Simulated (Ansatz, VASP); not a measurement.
Ca: VASP beside Ansatz

Contents of INCAR:

```
PREC = Accurate ; ENCUT = 520
EDIFF = 1E-6 ; ISMEAR = -1
SIGMA = 0.05 ; LREAL = False
LASPH = True ; NELM = 80
ALGO = Normal ; ISIF = 2
LWAVE = False ; LCHARG = False
GGA = PE ; NBANDS = 11
```

File KPOINTS:

```
regular mesh
0
Gamma
  8 8 8
```

Contents of POSCAR:

```
Ca
1.0
   -2.2624000000      2.2624000000      2.2400000000
    2.2624000000     -2.2624000000      2.2400000000
    2.2176000000      2.2176000000     -2.2400000000
Ca
1
Direct
    0.0000000000      0.0000000000      0.0000000000
```

The input input.yaml:

```yaml
crystal:
  lattice:
    - [-2.2624, 2.2624, 2.24]
    - [2.2624, -2.2624, 2.24]
    - [2.2176, 2.2176, -2.24]
  atoms:
    - { symbol: Ca, position: [0.0, 0.0, 0.0] }
hamiltonian:
  xc: pbe
  pseudopotentials: { kind: paw }
kpoints:
  mp_grid: { grid: [8, 8, 8] }
scf:
  occupations: { method: fermi_dirac, width: 0.05 }
output:
  forces: true
  stress: true
  eigenvalues: true
```

Change from the starting cell: strain = -0.02.

Alike in both runs: task single point; functional PBE; k mesh 8 × 8 × 8; occupations fermi-dirac, width 0.05 eV; no spin polarisation.

|  | VASP | Ansatz |
| --- | --- | --- |
| version | VASP 6.6.1 | Ansatz 0.2.0 |
| potentials or method | VASP PAW PBE potentials, release 64 (Ca_sv) | Ansatz PAW |
| plane-wave cutoff (eV) | 520 | 420 |
| valence electrons in the cell | 10 | 10 |

```tsv
	VASP	Ansatz	Ansatz less VASP
gap on the k mesh at the Fermi level (eV)	none	none	-
pressure (GPa)	-1.0	-1.0	-0.02
largest component of the traceless stress (GPa)	0.22	0.22	-0.001
```

A gap of «none» marks a metal or a gap that the smearing closes.
